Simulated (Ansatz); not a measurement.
# AgCl: experiment and calculation

**Measured values to compare with.**

From a printed reference work, data compilation, for a bulk crystal of AgCl: lattice constant a 5.5491 Å at 299.15 K; band gap 3.249 eV (indirect).

How close the calculation comes is told below.

Theory: DFT PBE, scalar-relativistic, plane waves, PAW in Ansatz 0.2.0.

Plane waves to 420 eV, a k mesh through Γ of 8×8×8 on the computed 2-atom cell and Gaussian smearing (0.02 eV); no spin polarisation.

Relaxed structure, symmetry kept:

```
Ag Cl
1.0
     0.00000    2.80534    2.80534
     2.80534    0.00000    2.80534
     2.80534    2.80534    0.00000
Ag Cl
1 1
Cartesian
  0.0000 0.0000 0.0000
  2.8053 2.8053 2.8053
```

* Space group: Fm-3m (No. 225)
* Volume per atom: 149.0 bohr³
* Formation energy from the elements' standard states (uncorrected): -0.452 eV/atom
* Kohn–Sham band gap: 0.92 eV
* Löwdin character of the top 1 eV of the valence band: Ag 4d 55 %, Cl 3p 42 %
* Löwdin character of the lowest 1 eV of the conduction band: Ag 5s 70 %, Cl 3s 16 %, Cl 3p 12 %
* Bader charges (e): Ag (1 in the cell) 0.58, Cl (1 in the cell) -0.58

Measured lattice constant a of AgCl: 5.5491 Å (299.15 K; a printed reference work, data compilation). This calculation gives 5.611 Å (+1.1 %). The calculation is for 0 K without zero-point motion. Against the measured band gap of AgCl, 3.249 eV (indirect; a printed reference work, data compilation), the calculated 0.92 eV is off by -2.33 eV. So large a miss may mean another phase, state or a wrong row. Kohn–Sham gaps of semilocal functionals fall short of measured ones as a rule; spin-orbit coupling, left out here, would usually lower the calculated gap of a compound with heavy elements.

Cost: 1 run of about 0.19 core-minutes, on Arm Neoverse V1 (shared hosts).